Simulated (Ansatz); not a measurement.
# HgTe: stiffness from a series of strains

```yaml
crystal:
  lattice:
    - [0.00000, 3.22350, 3.22350]
    - [3.22350, 0.00000, 3.22350]
    - [3.22350, 3.22350, 0.00000]
  atoms:
    - { symbol: Hg, position: [0.00000, 0.00000, 0.00000] }
    - { symbol: Te, position: [0.75000, 0.75000, 0.75000] }
```

Atoms are numbered in the order listed.

The cell is COD entry 1539232, as deposited and not checked against the literature; nothing was relaxed.

No spin–orbit coupling, which matters for the heavy atoms here.

Level of theory: DFT, PBEsol, all-electron LAPW, scalar-relativistic in Ansatz 0.2.0.

Settings: a Γ-centred 9×9×9 k mesh, Fermi–Dirac smearing of 0.05 eV, basis error target 0.5 meV/atom, no spin polarisation.

The strain is applied along the Cartesian axes of the cell as listed (the other components stay zero). Fractional coordinates are held (clamped ions).

σ is the change of stress from the unstrained cell, which is at 1.33 GPa; tension is positive, so slopes are stress–strain coefficients at that pressure. In a metal the k mesh adds noise.

Only quantities that a quadratic follows smoothly over the whole series are listed; rougher ones are left out.

```csv
εzz,σzz (GPa),σxx (GPa)
-0.0200,-1.21,-0.94
-0.0100,-0.60,-0.45
0.0000,0.00,0.00
0.0200,1.14,0.82
```

(1) Fit the series and read off the stiffness at zero strain.

(2) One run, at εzz = 0.0100, is withheld. Predict its row.

Answers

(1) Least-squares fits y = p0 + p1 x + p2 x² to the rows give σzz (GPa): p1 = 58.8, p2 = -84; σxx (GPa): p1 = 44, p2 = -150. So C11 = 59 GPa and C12 = 44 GPa, which gives B = (C11 + 2 C12)/3 = 49 GPa.

(2) The fits give 0.58, 0.43; the run gave 0.58, 0.42.
